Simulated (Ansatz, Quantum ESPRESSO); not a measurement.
## ZnS [001], zinc blende: pulling along c

The c axis is held at a set length while the cell relaxes sideways. How do the lateral strain and the stress follow? The strained cell has c along the load; unstrained it is a = 3.7851 Å, b = 3.7851 Å, c = 5.3530 Å, α = 90.00°, β = 90.00°, γ = 90.00°, with 4 atoms.

Calculated with Quantum ESPRESSO 7.5, PBEsol, GBRV 1.5 ultrasoft potentials, cutoff 680 eV, Fermi–Dirac smearing 0.02 eV, k-mesh 7×7×5, no spin polarisation, no spin-orbit coupling.

Relaxed positions at 0 %:

```csv
atom,x,y,z
Zn,0.0000,0.0000,0.0000
Zn,0.5000,0.5000,0.5000
S,0.5000,0.0000,0.7500
S,0.0000,0.5000,0.2500
```

```
ε_c (%)   a (Å)   c (Å)  ε_a (%)  σ (GPa, tension positive)
     −3  3.8278  5.1924    1.127                      −1.60
     −2  3.8129  5.2459    0.734                      −1.09
     −1  3.7982  5.2995    0.345                      −0.55
      0  3.7849  5.3530   −0.007                       0.04
      2  3.7559  5.4601   −0.772                       1.24
      3  3.7421  5.5136   −1.138                       1.88
```

**Question.** Fit both responses and give the free strain and the stress at +1 %, a row left out above.

Least squares with y = y0 + y1 ε + y2 ε² (ε in %) gives ε_a = −0.021 + (−0.3767) ε + (0.0015) ε² and σ = 0.03 + (0.581) ε + (0.012) ε² GPa. The linear terms put the ratio of free to applied strain at −0.377 and the Young modulus at 58 GPa.

At +1 % the free strain comes out as −0.397 %. The run itself gives −0.397 %, so the estimate misses by 0.000 %; the fitted rows themselves lie up to 0.014 % off the law.

The stress comes out as 0.62 GPa. The run itself gives 0.62 GPa, so the estimate misses by 0.00 GPa, a rounding's worth.

Along a cube axis ν = C12/(C11 + C12) and Y = (C11 − C12)(C11 + 2C12)/(C11 + C12), so C11 = Y(1 − ν)/[(1 + ν)(1 − 2ν)] = 107 GPa and C12 = 65 GPa.

The same fit over all rows at other levels or in other programs gives the strain ratio = −0.377 with PBEsol (Ansatz).

[Logs are printed without paths, hosts, clocks, repeated set-up lines and the standing remarks that a program may print on its own settings, such as how far it seeks lower states.]
